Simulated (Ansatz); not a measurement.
Ga in Ansatz: the effect of target pressure

Crystal: Ga.

```
CELL_PARAMETERS angstrom
1.38300 -4.02650 0.00000
1.38300 4.02650 0.00000
-0.11745 0.00000 3.32993
ATOMIC_POSITIONS crystal
Ga 0.13100 0.86900 0.75000
Ga 0.86900 0.13100 0.25000
```

This isn't the form of Ga at room conditions, which is orthorhombic.

Alike in all runs:

| Item | Value |
| --- | --- |
| Program | Ansatz 0.2.0 |
| Task | relaxation of cell and atoms |
| Functional | PBEsol |
| Potentials or basis | Ansatz PAW |
| Cutoff | 420 eV (not typed: the program's choice for these potentials) |
| k mesh | 10 × 10 × 8 |
| Occupations | fermi-dirac, width 0.05 eV |
| Spin | no spin polarisation |

Each run relaxes the cell or the atoms first.

One run gave: relaxed volume 13.82 Å³/atom. Which target pressure did it use?
A. 20 GPa
B. 2 GPa
C. 5 GPa
D. 10 GPa
E. 30 GPa

E.

| target pressure | relaxed volume (Å³/atom) |
| --- | --- |
| 0 GPa | 17.92 |
| 2 GPa | 17.38 |
| 5 GPa | 16.72 |
| 10 GPa | 15.88 |
| 20 GPa | 14.66 |
| 30 GPa | 13.82 |

Caveats: the plane-wave basis is chosen anew once the cell has moved, so the energies of steps on either side of that aren't comparable; the PAW data sets come from PBE, with cores solved anew for the run's functional, which leaves a small shift of forces and pressure; the volume moved by over 15 % at a fixed basis, so the end points are rough (some runs).
